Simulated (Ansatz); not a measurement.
What strain does to SiO₂ (I-42d)

A 6-atom cell of SiO₂ started from a crystallographic database, relaxed with r2SCAN in the plane-wave code Ansatz. It is tetragonal, I-42d (No. 122); a = 4.944 Å, c = 7.316 Å in the conventional setting, 14.90 Å³ an atom. Si is surrounded by 4 O at 1.61 Å; O is surrounded by 2 Si at 1.61 Å.

The axes x, y and z are those of this cell:
```
CELL_PARAMETERS angstrom
-2.47196 2.47196 3.65784
2.47196 -2.47196 3.65784
2.47196 2.47196 -3.65784
ATOMIC_POSITIONS crystal
Si 0.00000 0.00000 0.00000
Si 0.75000 0.25000 0.50000
O 0.97336 0.62500 0.84836
O 0.37500 0.22336 0.34836
O 0.77664 0.12500 0.15164
O 0.87500 0.02664 0.65164
```

Unstrained: PBE gives a direct gap of 5.936 eV at Γ. With r2SCAN the gap is 6.559 eV and direct, at Γ. The HSE06 gap is direct at Γ: 7.720 eV. Meshes: PBE 8×8×8, r2SCAN 8×8×8, HSE06 4×4×4. Strains are changes of length per length. After each strain the atoms were relaxed again with r2SCAN within the symmetry that the strain leaves, so tilts or polar shifts that break it weren't tested; points keep the names that they have in the unstrained zone. Spin-unpolarised throughout; all numbers are computed.

Changes of the least gap in eV (an overlap counts as a negative gap):

| strain | volume change (%) | space group | PBE | r2SCAN | HSE06 | energy rise, r2SCAN (meV/atom) |
| --- | --- | --- | --- | --- | --- | --- |
| isotropic -5.29 % on every length | -15.0 | I-42d | +0.609 | +0.676 | +0.693 | 36.4 |
| biaxial +3.89 % in x and y, z held | +7.9 | I-42d | -0.271 | -0.289 | -0.313 | 6.4 |
| uniaxial -3.98 % along z | -4.0 | I-42d | +0.167 | +0.177 | +0.184 | 6.4 |

Isotropic -5.29 % on every length. HSE06: the gap goes from 7.720 to 8.413 eV (+0.693 eV); it turns from direct (Γ) to indirect (Γ–N (0.75) → Γ). Stress change with r2SCAN, compression positive: xx +4.78, yy +4.78, zz +7.80 GPa.

Biaxial +3.89 % in x and y, z held. HSE06: the gap goes from 7.720 to 7.407 eV (-0.313 eV); with r2SCAN the top three valence levels at Γ, grouped 2+1 from the top over 719 meV, become 2+1 over 357 meV. Stress change with r2SCAN, compression positive: xx -1.74, yy -1.74, zz -1.00 GPa.

Uniaxial -3.98 % along z, other directions held. HSE06: the gap goes from 7.720 to 7.904 eV (+0.184 eV); with r2SCAN the top three valence levels at Γ, grouped 2+1 from the top over 719 meV, become 2+1 over 779 meV. Stress change with r2SCAN, compression positive: xx +0.71, yy +0.71, zz +3.41 GPa.

Where an edge lies off the special points, it is a point of the mesh or the k point where a search put PBE's edge or least direct gap, reused for the other functionals, whose own edges may lie a little apart.

The meshes of the hybrids are coarse, so their gaps aren't converged to the digits shown.

The splittings at Γ are without spin-orbit coupling, which regroups them where it is of like size or larger.
